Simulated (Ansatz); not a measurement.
**Zone-centre phonons of NaH at 6 GPa: input and output**

These are results of DFT PBE, scalar-relativistic, plane waves, PAW (Ansatz 0.2.0), not measurements.

Launched with:
```bash
ansatz run input.yaml --threads 1 --pin off --max-ram 1228MiB --backend cpu --events-out ev --progress --plain --runs-dir out
```

Input (bare energies are in eV):
```yaml
crystal:
  lattice:
    - [0.0, 2.2727774097, 2.2727774097]
    - [2.2727774097, 0.0, 2.2727774097]
    - [2.2727774097, 2.2727774097, 0.0]
  atoms:
    - { symbol: Na, position: [0.0, 0.0, 0.0] }
    - { symbol: H, position: [0.5, 0.5, 0.5] }
basis:
  ecutwfc: 420
kpoints:
  mp_grid: { grid: [8, 8, 8] }
hamiltonian:
  xc: pbe
scf:
  occupations: { method: fixed }
output:
  eigenvalues: true
phonons:
  method: dfpt
  dielectric: true
  rigid_motions: translations
  eigenvectors: true
```

The end of the output:
```
--- Phonons (Γ-DFPT): 2 representative perturbations + reference, on 59 of 512 k-points (Σ response iterations 6) ---
  k mesh reduced under 8 symmetry operations, with k and −k counted as one. Each operation leaves every solved perturbation unchanged. A smaller set is not considered because the run solves the response ...
  ASR residual: 2.354e-4 → 0.000e0 eV/Å²; symmetrization residual: 9.019e-9 eV/Å²
  ASR residual per site (eV/Å²): 1.27e-4 2.35e-4
  Γ frequencies (cm⁻¹): 0.00 0.00 0.00 682.03 682.03 682.03
  ε∞ (high-frequency dielectric tensor):
        3.142742     0.000000    -0.000000
        0.000000     3.142742     0.000000
       -0.000000     0.000000     3.142742
  ε⁰ (static dielectric tensor: ions relaxed, cell fixed):
        7.068604     0.000000     0.000000
        0.000000     7.068604     0.000000
        0.000000     0.000000     7.068604
  ε⁰ − ε∞ (ionic part):
        3.925862     0.000000     0.000000
        0.000000     3.925862     0.000000
        0.000000     0.000000     3.925862
  softest optical mode at Γ: 682.03 cm⁻¹; the repairs (sum rule, projections) moved no ω² at Γ by more than (7.97 cm⁻¹)²
  Born effective charges Z* (e; rows j = field, columns β = displacement):
    site 0:
         0.91733    0.00000    0.00000
        -0.00000    0.91733   -0.00000
         0.00000   -0.00000    0.91733
    site 1:
        -0.91733   -0.00000   -0.00000
         0.00000   -0.91733    0.00000
        -0.00000    0.00000   -0.91733
  Z* charge neutrality: 7.465e-5 e pre-enforcement
  solved inside a basis spanned on kpoints, on 8×8×8 k-points, its susceptibility summed on 12×12×12: ε∞ is read to err by 6.5e-3, Z* by 9.6e-3 e (field_mesh: kpoints solves on kpoints); Z* is corrected for ...
  optical modes at Γ without the LO–TO term, one row a degenerate level:
      ω (cm⁻¹) modes IR ((D/Å)²/amu)
        682.03      3            60.3128
  optical modes at Γ + LO–TO along q̂ = [1.0000, 0.0000, 0.0000]:
      ω (cm⁻¹) modes IR ((D/Å)²/amu)
        682.03      2            40.2085
       1022.87      1            20.1043
  optical modes at Γ + LO–TO along q̂ = [0.0000, 1.0000, 0.0000]:
      ω (cm⁻¹) modes IR ((D/Å)²/amu)
        682.03      2            40.2085
       1022.87      1            20.1043
  optical modes at Γ + LO–TO along q̂ = [0.0000, 0.0000, 1.0000]:
      ω (cm⁻¹) modes IR ((D/Å)²/amu)
        682.03      2            40.2085
       1022.87      1            20.1043
```

It took 23 s on 1 thread of Arm Neoverse N1, on a shared host, peak memory 0.34 GiB.